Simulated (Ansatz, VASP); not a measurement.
## Pt in VASP and in Ansatz

INCAR

```
PREC = Accurate
ENCUT = 520
EDIFF = 1E-7
ISMEAR = -1
SIGMA = 0.05
LREAL = False
LASPH = True
NELM = 80
ALGO = Normal
ISIF = 2
LWAVE = False
LCHARG = True
GGA = PE
LELF = True
LVHAR = True
NBANDS = 11
```

KPOINTS

```
Automatic mesh
0
Gamma
  16 16 16
```

Contents of POSCAR:

```
Pt
1.0
    0.0000000000      1.7624718114      1.7624718114
    1.7624718114      0.0000000000      1.7624718114
    1.7624718114      1.7624718114      0.0000000000
Pt
1
Direct
    0.0000000000      0.0000000000      0.0000000000
```

Input for Ansatz:

```yaml
crystal:
  lattice:
    - [0.0, 1.7624718114, 1.7624718114]
    - [1.7624718114, 0.0, 1.7624718114]
    - [1.7624718114, 1.7624718114, 0.0]
  atoms:
    - { symbol: Pt, position: [0.0, 0.0, 0.0] }
kpoints:
  mp_grid: { grid: [16, 16, 16] }
scf:
  occupations: { method: fermi_dirac, width: 0.05 }
hamiltonian:
  xc: pbe
  pseudopotentials: { kind: paw }
output:
  forces: true
  stress: true
  eigenvalues: true
  populations: true
```

Change from the starting cell: volume scaled by 0.7, PAW files.

Alike in both runs: task single point; functional PBE; k mesh 16 × 16 × 16; occupations fermi-dirac, width 0.05 eV; no spin polarisation.

```csv
,VASP,Ansatz
version,VASP 6.6.1,Ansatz 0.2.0
potentials or method,"VASP PAW PBE potentials, release 64 (Pt)","PAW with Ansatz's default frozen-core files, scalar-relativistic"
plane-wave cutoff (eV),520,420
valence electrons in the cell,10,18
```

|  | VASP | Ansatz | Ansatz less VASP |
| --- | --- | --- | --- |
| pressure (GPa) | 227.7 | 226.9 | -0.83 |

The functional is the same, so the differences come from potentials, cutoffs and numerics. The two sets of potentials don't hold the same shells in valence.

Caveats: the cell as given lies far from equilibrium; so large a pressure means that the cell lies far from this level's equilibrium, or that cutoff or potentials fall short (VASP). The runs have no spin-orbit coupling, so splittings on Pt are missing.
